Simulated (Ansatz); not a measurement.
# Ti (P6_3/mmc) in Ansatz: reference runs

Aim: a first look at Ti with PBE, on the cell as given and on a disturbed one.

Program: Ansatz 0.2.0. These are calculated values, not measurements. Logs are shortened: lines on timing, memory, paths and dates and some standing lists are left out, and cuts for length are marked.

## 1. Starting point

It takes space group P6_3/mmc (No. 194, hexagonal). The conventional cell has a = 2.950 Å, b = 2.950 Å, c = 4.680 Å, α = 90.00°, β = 90.00°, γ = 120.00°. Ti (site symmetry -6m2) has 12 Ti at 2.89 to 2.95 Å as nearest neighbours.

## 2. Single point, PBE

The input, input.yaml:

```yaml
crystal:
  lattice:
    - [2.95, 0.0, 0.0]
    - [-1.475, 2.5547749412, 0.0]
    - [0.0, 0.0, 4.68]
  atoms:
    - { symbol: Ti, position: [0.6666666667, 0.3333333333, 0.75] }
    - { symbol: Ti, position: [0.3333333333, 0.6666666667, 0.25] }
kpoints:
  mp_grid: { grid: [10, 10, 6] }
scf:
  occupations: { method: fermi_dirac, width: 0.05 }
hamiltonian:
  xc: pbe
  pseudopotentials: { kind: all_electron, lapw: { basis_error: 0.001 } }
output:
  forces: true
  stress: true
  eigenvalues: true
  populations: true
```

Potentials or basis: all-electron LAPW, scalar-relativistic.

Launch:

```sh
> ansatz run input.yaml --threads 1 --pin off --max-ram 2560MiB --backend cpu --events-out ev --progress --plain --runs-dir out
```

Standard output:

```text
Warning: RAYON_NUM_THREADS=1 ignored (pool sized by the plan → 1); use --threads N
Ti: projections on atomic orbitals take those of the free atom 1s2 2s2 2p6 3s2 3p6 3d2 4s2, of charge +0.00 (hamiltonian.pseudopotentials.projection_atoms)
LAPW: plane waves up to 7.601 Å⁻¹, error target 1.0e-3 eV per atom; small_component_spin mean_spin; Ti in spheres of 1.447 Å, 12 of its electrons in bands, Dirac shells [] (how accurate: hamiltonian.pseudopotentials.lapw.basis_error, Limitations)
Engine: ansatz 0.2.0, aarch64-unknown-linux-gnu
Pseudopotentials: kind: all_electron
Pseudopotential: Ti, LAPW, valence charge 12, lapw/all_electron/scalar/gaussian/Ti, Koelling and Harmon's equation, gaussian nucleus
Functional definition: PBE
  parameter kappa = 0.804
  parameter beta = 0.06672455060314922
  exchange = pbe_x(kappa = kappa, mu = beta*pi^2/3)
  correlation = pbe_c(beta = beta)
Crystal: 2 atoms, lattice volume = 35.271 Å³
Basis set: ecut = 220.14621424188078 eV, 263 PW (Γ), exchange–correlation at level 2
Bands: 16, of which v1, the nominal top of the filled ones, is band 12 counted from 1 (11 counted from 0)
Symmetry: 24 space group operations
Space group: P63/mmc (ITA 194), of the structure as read, at distance tolerance 3.3e-5 Å
k-points: 56 of 600
Non-local potential: Ti, projectors of the file, none
Initial density: superposition of atomic densities (chi_scale 0.1, normalization cell)
Initial wavefunctions: plane waves of lowest kinetic energy (no species holds an atomic orbital)
Functional: x = pbe(κ = 0.804, μ = 0.2195149727645171), c = pbe(β = 0.06672455060314922)
iter 1 solved again at ethr=7.16e-4 eV; its pass at ethr=1.00e-1 eV (dr2=1.72e-1 eV) is discarded
SCF iter   1: F=—  HF=-46467.039050 eV  |F-HF|=—  |Δ(HF+E_count)|=         —  Δρ=2.58e-2  dr2=1.73e-1  ethr=7.16e-4  ⟨swp⟩=2.7  Hψ=6371  notcnv=0
preconditioner: auto → none  [metal: Δε(μ)=0.022 eV  Ē_g=3.096 eV  σ=0.050 eV  W_gap=0.11  n_scr=8 (ndim 8)  ℏωp=17.7 eV  f_vac=0.000  D(μ)=1.87/eV (n_scr^D=22)  sad-step TF]
SCF iter   2: F=—  HF=-46466.691231 eV  |F-HF|=—  |Δ(HF+E_count)|=   3.48e-1  Δρ=9.12e-3  dr2=3.03e-2  ethr=7.16e-4  ⟨swp⟩=3.0  Hψ=3337  notcnv=0
SCF iter   3: F=—  HF=-46466.667361 eV  |F-HF|=—  |Δ(HF+E_count)|=   2.39e-2  Δρ=6.06e-3  dr2=1.15e-2  ethr=1.26e-4  ⟨swp⟩=2.4  Hψ=3057  notcnv=0
iter 4 solved again at ethr=5.32e-7 eV; its pass at ethr=4.80e-5 eV (dr2=1.28e-4 eV) is discarded
SCF iter   4: F=—  HF=-46466.666350 eV  |F-HF|=—  |Δ(HF+E_count)|=         —  Δρ=6.48e-4  dr2=1.27e-4  ethr=5.32e-7  ⟨swp⟩=2.0  Hψ=4684  notcnv=0
the basis was enlarged: its passes take 130.3 KiB over the memory plan, 1 of 1 planned eigensolver slots
SCF iter   5: F=—  HF=-46466.666353 eV  |F-HF|=—  |Δ(HF+E_count)|=   2.75e-6  Δρ=9.08e-5  dr2=2.44e-6  ethr=5.30e-7  ⟨swp⟩=2.0  Hψ=2847  notcnv=0
SCF iter   6: F=—  HF=-46466.666353 eV  |F-HF|=—  |Δ(HF+E_count)|=   4.17e-7  Δρ=1.23e-5  dr2=3.82e-8  ethr=1.02e-8  ⟨swp⟩=2.2  Hψ=2860  notcnv=0
SCF iter   7: F=-46466.666352 eV  HF=-46466.666352 eV  |F-HF|=2.69e-10  |Δ(HF+E_count)|=   8.47e-8  Δρ=8.89e-7  dr2=2.34e-10  ethr=1.59e-10  ⟨swp⟩=3.0  Hψ=3077  notcnv=0
SCF 1 converged in 7 iterations: F = -46466.666352 eV  dr2 = 2.34e-10
SCF converged after 7 iterations
Free energy (F): -46466.666352 eV
Harris-Foulkes:  -46466.666352 eV  (|F-HF|=2.69e-10)
Internal energy: -46466.646832 eV  (E = F + TS)
E sigma→0 (E₀):  -46466.656592 eV
Entropy (-TS):   -0.019521 eV (-9.760 meV/atom)
Fermi energy:    13.539181 eV
--- Per-component energies (eV) ---
  E_band       = -311.302219
  E_kinetic    = 46914.362080
  E_xc         = -2295.659879
  E_electrostatic = -91085.349033  (all electrons and nuclei)
  E_smearing   = -0.019521  (= −TS)
  E_closure    = 0.000000  (closes the sum)
  E_atoms      = -46453.242101  (free atoms, spherical and without spin; not in F)
  Σ components = -46466.666352   (vs F -46466.666352, Δ=0.00e0)
  Basis errors (estimates in eV, not in F): energy 1.3e-4 per atom: plane waves 8.8e-5 (4.5e-5 summed), levels above the bands 6.1e-16, relativity 9.1e-9, radial functions 4.3e-5, core shells 2.4e-8; eigenvalues (radial functions only) 9.5e-7; not estimated: angular momenta, meshes, grids; target (lapw.basis_error) 1.0e-3; muffin-tin radii Ti 1.447 Å
--- Forces (eV/Å), atoms counted from 1 ---
  atom   1  Ti     0.00000000    -0.00000000     0.00000000
  atom   2  Ti     0.00000000     0.00000000    -0.00000000
  max |Σ_I F_I| component: 1.85e-17 eV/Å
--- Stress (GPa, compression-positive) ---
       -1.339517       0.000000       0.000000
        0.000000      -1.339517       0.000000
        0.000000       0.000000      -1.728847
  P = ⅓ Tr σ = -1.4693 GPa (-14.693 kbar)
--- Band table (eV; the first three rows and the last of 56) ---
  k-point 0: bands = ["-43.2952", "-43.1663", "-19.8813", "-19.2682", "-19.2682", "-19.2065", "-19.1723", "-19.1723", "7.3981", "10.9000", "14.2554", "14.3187", "14.3187", "14.4174", "14.8042", "14.8042"]
  k-point 1: bands = ["-43.2867", "-43.1750", "-19.8378", "-19.2618", "-19.2618", "-19.2535", "-19.1788", "-19.1788", "7.6274", "10.7625", "13.9136", "14.2273", "14.2273", "14.2925", "14.6861", "14.6861"]
  k-point 2: bands = ["-43.2632", "-43.1988", "-19.7176", "-19.3804", "-19.2443", "-19.2443", "-19.1964", "-19.1964", "8.2790", "10.1923", "13.5313", "13.9738", "14.1531", "14.1531", "14.4383", "14.4383"]
  k-point 55: bands = ["-43.1554", "-43.1554", "-19.7096", "-19.7096", "-19.5111", "-19.5111", "-19.2979", "-19.2979", "12.0476", "12.0476", "12.7634", "12.7634", "13.3120", "13.3120", "15.1807", "15.1807"]
--- Löwdin populations: 2 sites ---
  site symbol       q [e]
     0     Ti     21.8720
     1     Ti     21.8720
  spilling = 0.005819 (of n_electrons = 44.000000)
```

populations.tsv:

```text
# site	symbol	l	j	q
# orbitals = lowdin
# n_electrons = 44.000000
# spilling = 0.005819
# projection_atom_Ti: 1s2 2s2 2p6 3s2 3p6 3d2 4s2
0	Ti	0_1S	-	1.999978
0	Ti	0_2S	-	1.998732
0	Ti	0_3S	-	1.966617
0	Ti	0_4S	-	0.914521
0	Ti	1_2P	-	5.999981
0	Ti	1_3P	-	5.990525
0	Ti	2_3D	-	3.001617
1	Ti	0_1S	-	1.999978
1	Ti	0_2S	-	1.998732
1	Ti	0_3S	-	1.966617
1	Ti	0_4S	-	0.914521
1	Ti	1_2P	-	5.999981
1	Ti	1_3P	-	5.990525
1	Ti	2_3D	-	3.001617
```

It took 7.8 s on 1 thread of Arm Neoverse V1, shared host; peak memory 0.27 GiB.

Results:

- Free energy: -46466.6664 eV
- Pressure: -1.5 GPa
- Band gap on the k mesh: none (metal or under the smearing width)

## 3. Single point, PBE (atoms moved at random, drawn with an rms of 0.05 Å)

Changes to input.yaml since step 2:

```diff
@@ -6,4 +6,4 @@
   atoms:
-    - { symbol: Ti, position: [0.6666666667, 0.3333333333, 0.75] }
-    - { symbol: Ti, position: [0.3333333333, 0.6666666667, 0.25] }
+    - { symbol: Ti, position: [0.686162, 0.32688, 0.748487] }
+    - { symbol: Ti, position: [0.337973, 0.672908, 0.24873] }
 kpoints:
```

Potentials or basis: all-electron LAPW, scalar-relativistic.

Launch:

```sh
> ansatz run input.yaml --threads 1 --pin off --max-ram 2560MiB --backend cpu --events-out ev --progress --plain --runs-dir out
```

Standard output:

```text
Warning: RAYON_NUM_THREADS=1 ignored (pool sized by the plan → 1); use --threads N
Ti: projections on atomic orbitals take those of the free atom 1s2 2s2 2p6 3s2 3p6 3d2 4s2, of charge +0.00 (hamiltonian.pseudopotentials.projection_atoms)
LAPW: plane waves up to 7.655 Å⁻¹, error target 1.0e-3 eV per atom; small_component_spin mean_spin; Ti in spheres of 1.436 Å, 12 of its electrons in bands, Dirac shells [] (how accurate: hamiltonian.pseudopotentials.lapw.basis_error, Limitations)
[... 8 set-up lines as earlier in the session ...]
Crystal: 2 atoms, lattice volume = 35.271 Å³
Basis set: ecut = 223.27720694969742 eV, 287 PW (Γ), exchange–correlation at level 2
Bands: 16, of which v1, the nominal top of the filled ones, is band 12 counted from 1 (11 counted from 0)
Symmetry: 2 space group operations
Space group: P-1 (ITA 2), of the structure as read, at distance tolerance 3.3e-5 Å
k-points: 304 of 600
[... 4 set-up lines as earlier in the session ...]
iter 1 solved again at ethr=7.51e-4 eV; its pass at ethr=1.00e-1 eV (dr2=1.80e-1 eV) is discarded
SCF iter   1: F=—  HF=-46467.033668 eV  |F-HF|=—  |Δ(HF+E_count)|=         —  Δρ=2.63e-2  dr2=1.82e-1  ethr=7.51e-4  ⟨swp⟩=2.6  Hψ=34529  notcnv=0
preconditioner: auto → none  [metal: Δε(μ)=0.017 eV  Ē_g=3.096 eV  σ=0.050 eV  W_gap=0.08  n_scr=8 (ndim 8)  ℏωp=17.7 eV  f_vac=0.000  D(μ)=1.97/eV (n_scr^D=22)  sad-step TF]
SCF iter   2: F=—  HF=-46466.686461 eV  |F-HF|=—  |Δ(HF+E_count)|=   3.47e-1  Δρ=9.14e-3  dr2=3.05e-2  ethr=7.51e-4  ⟨swp⟩=3.0  Hψ=18246  notcnv=0
SCF iter   3: F=—  HF=-46466.663437 eV  |F-HF|=—  |Δ(HF+E_count)|=         —  Δρ=6.10e-3  dr2=1.17e-2  ethr=1.27e-4  ⟨swp⟩=2.4  Hψ=16553  notcnv=0
the basis was enlarged: its passes take 130.3 KiB over the memory plan, 1 of 1 planned eigensolver slots
iter 4 solved again at ethr=8.14e-7 eV; its pass at ethr=4.88e-5 eV (dr2=1.95e-4 eV) is discarded
SCF iter   4: F=—  HF=-46466.662492 eV  |F-HF|=—  |Δ(HF+E_count)|=   9.45e-4  Δρ=6.81e-4  dr2=1.96e-4  ethr=8.14e-7  ⟨swp⟩=2.0  Hψ=25526  notcnv=0
SCF iter   5: F=—  HF=-46466.662527 eV  |F-HF|=—  |Δ(HF+E_count)|=   3.48e-5  Δρ=3.52e-4  dr2=1.99e-4  ethr=8.14e-7  ⟨swp⟩=3.0  Hψ=16941  notcnv=0
SCF iter   6: F=—  HF=-46466.662477 eV  |F-HF|=—  |Δ(HF+E_count)|=   4.96e-5  Δρ=3.81e-5  dr2=3.96e-7  ethr=8.14e-7  ⟨swp⟩=2.5  Hψ=15680  notcnv=0
SCF iter   7: F=-46466.662477 eV  HF=-46466.662477 eV  |F-HF|=1.01e-8  |Δ(HF+E_count)|=   3.94e-7  Δρ=4.25e-6  dr2=5.42e-9  ethr=1.65e-9  ⟨swp⟩=3.0  Hψ=16968  notcnv=0
SCF 1 converged in 7 iterations: F = -46466.662477 eV  dr2 = 5.42e-9
SCF converged after 7 iterations
Free energy (F): -46466.662477 eV
Harris-Foulkes:  -46466.662477 eV  (|F-HF|=1.01e-8)
Internal energy: -46466.642473 eV  (E = F + TS)
E sigma→0 (E₀):  -46466.652475 eV
Entropy (-TS):   -0.020004 eV (-10.002 meV/atom)
Fermi energy:    13.537559 eV
--- Per-component energies (eV) ---
  E_band       = -311.281308
  E_kinetic    = 46914.358365
  E_xc         = -2295.666849
  E_electrostatic = -91085.333989  (all electrons and nuclei)
  E_smearing   = -0.020004  (= −TS)
  E_closure    = 0.000000  (closes the sum)
  E_atoms      = -46453.242101  (free atoms, spherical and without spin; not in F)
  Σ components = -46466.662477   (vs F -46466.662477, Δ=0.00e0)
  Basis errors (estimates in eV, not in F): energy 1.3e-4 per atom: plane waves 8.7e-5 (4.5e-5 summed), levels above the bands 2.5e-16, relativity 9.3e-9, radial functions 4.0e-5, core shells 3.0e-8; eigenvalues (radial functions only) 7.9e-7; not estimated: angular momenta, meshes, grids; target (lapw.basis_error) 1.0e-3; muffin-tin radii Ti 1.436 Å
--- Forces (eV/Å), atoms counted from 1 ---
  atom   1  Ti    -0.09523693     0.04876537     0.00296725
  atom   2  Ti     0.09523693    -0.04876537    -0.00296725
  max |Σ_I F_I| component: 0.00e0 eV/Å
--- Stress (GPa, compression-positive) ---
       -1.752145       0.710609      -0.001516
        0.710609      -1.019907       0.000753
       -0.001516       0.000753      -1.687324
  P = ⅓ Tr σ = -1.4865 GPa (-14.865 kbar)
--- Band table (eV; the first three rows and the last of 304) ---
  k-point 0: bands = ["-43.2941", "-43.1647", "-19.8807", "-19.2767", "-19.2578", "-19.2032", "-19.1786", "-19.1652", "7.3985", "10.9013", "14.2565", "14.2882", "14.3549", "14.3820", "14.7896", "14.8494"]
  k-point 1: bands = ["-43.2855", "-43.1734", "-19.8370", "-19.2693", "-19.2569", "-19.2459", "-19.1839", "-19.1727", "7.6278", "10.7635", "13.9122", "14.2049", "14.2602", "14.2640", "14.6641", "14.7340"]
  k-point 2: bands = ["-43.2620", "-43.1973", "-19.7164", "-19.3783", "-19.2490", "-19.2374", "-19.1983", "-19.1932", "8.2794", "10.1928", "13.5313", "13.9614", "14.1542", "14.1616", "14.4088", "14.4828"]
  k-point 303: bands = ["-43.1616", "-43.1614", "-19.7692", "-19.7692", "-19.3680", "-19.3676", "-19.3247", "-19.3240", "11.0845", "11.0856", "12.7042", "12.7073", "14.8232", "14.8239", "15.2447", "15.2499"]
--- Löwdin populations: 2 sites ---
  site symbol       q [e]
     0     Ti     21.8722
     1     Ti     21.8722
  spilling = 0.005809 (of n_electrons = 44.000000)
```

populations.tsv:

```text
# site	symbol	l	j	q
# orbitals = lowdin
# n_electrons = 44.000000
# spilling = 0.005809
# projection_atom_Ti: 1s2 2s2 2p6 3s2 3p6 3d2 4s2
0	Ti	0_1S	-	1.999978
0	Ti	0_2S	-	1.998731
0	Ti	0_3S	-	1.966593
0	Ti	0_4S	-	0.914088
0	Ti	1_2P	-	5.999981
0	Ti	1_3P	-	5.990488
0	Ti	2_3D	-	3.002350
1	Ti	0_1S	-	1.999978
1	Ti	0_2S	-	1.998731
1	Ti	0_3S	-	1.966593
1	Ti	0_4S	-	0.914088
1	Ti	1_2P	-	5.999981
1	Ti	1_3P	-	5.990488
1	Ti	2_3D	-	3.002350
```

Wall time 40 s (1 thread of Arm Neoverse V1, shared host); peak memory 0.57 GiB.

Results:

* Free energy: -46466.6625 eV
* Pressure: -1.5 GPa
* Largest force: 0.107 eV/Å
* Band gap on the k mesh: none (metal or under the smearing width)

Forces on the atoms (eV/Å):
```
Ti  -0.095  0.049  0.003
Ti   0.095 -0.049 -0.003
```

Levels at points of the mesh, in eV from the Fermi level:
| k point | band 8 | band 9 | band 10 | band 11 | band 12 | band 13 | band 14 | band 15 | band 16 |
| --- | --- | --- | --- | --- | --- | --- | --- | --- | --- |
| (0.00, 0.00, 0.00) | -32.70 | -6.14 | -2.64 | 0.72 | 0.75 | 0.82 | 0.84 | 1.25 | 1.31 |
| (0.00, 0.00, -0.50) | -32.76 | -4.31 | -4.31 | 0.08 | 0.09 | 0.67 | 0.67 | 0.72 | 0.72 |
| (0.00, -0.50, 0.00) | -32.78 | -2.28 | -2.10 | -1.75 | -0.64 | 0.50 | 0.55 | 1.12 | 3.29 |
| (0.00, -0.50, -0.50) | -32.85 | -2.51 | -2.50 | -0.78 | -0.78 | 1.29 | 1.29 | 1.75 | 1.75 |
| (-0.50, 0.00, 0.00) | -32.78 | -2.27 | -2.10 | -1.74 | -0.64 | 0.49 | 0.55 | 1.12 | 3.29 |
| (-0.50, 0.00, -0.50) | -32.85 | -2.51 | -2.51 | -0.78 | -0.77 | 1.29 | 1.29 | 1.75 | 1.75 |
| (-0.50, -0.50, 0.00) | -32.78 | -2.38 | -2.10 | -1.90 | -0.60 | 0.46 | 0.83 | 1.22 | 3.34 |
| (-0.50, -0.50, -0.50) | -32.86 | -2.45 | -2.45 | -0.83 | -0.83 | 1.29 | 1.29 | 1.71 | 1.71 |
